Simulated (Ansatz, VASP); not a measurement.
## FeSi2: VASP beside Ansatz

```xyz
3
Lattice="2.6495 0.0000 0.0000 0.0000 2.6810 0.0000 0.0000 0.0000 5.1152" Properties=species:S:1:pos:R:3 pbc="T T T"
Fe    0.0000    0.0000    0.0000
Si    1.3248    1.3405    1.3929
Si    1.3248    1.3405    3.7223
```

Change from the starting cell: uniaxial strain along a, b, c and atoms relaxed: -1.0 %.

Alike in both runs: functional PBEsol; k mesh 16 × 16 × 8; occupations gaussian, width 0.1 eV; no spin polarisation.

Ansatz relaxed the structure, and its values are those at the end. VASP's run is a single point on that final structure, the one shown.

```csv
,VASP,Ansatz
version,VASP 6.6.1,Ansatz 0.2.0
potentials or method,"VASP PAW PBE potentials, release 64 (Fe, Si)","scalar-relativistic, plane waves, PAW"
plane-wave cutoff (eV),520,420
valence electrons in the cell,16,24
```

|  | VASP | Ansatz | Ansatz less VASP |
| --- | --- | --- | --- |
| gap on the k mesh at the Fermi level (eV) | none | none | - |
| pressure (GPa) | 1.7 | 1.2 | -0.56 |
| rms of the force components (eV/Å) | 0.009 | 0.000 | -0.0092 |

A gap of «none» marks a metal or a gap that the smearing closes. With one functional, cell and mesh, what is left measures potentials, basis and numerics. The two sets of potentials don't hold the same shells in valence.

Caveats: the PAW data sets were made with another functional, which shifts forces and pressure a little (VASP). Spin polarisation is off, so any magnetic state and its effect on volume and gap are missing.
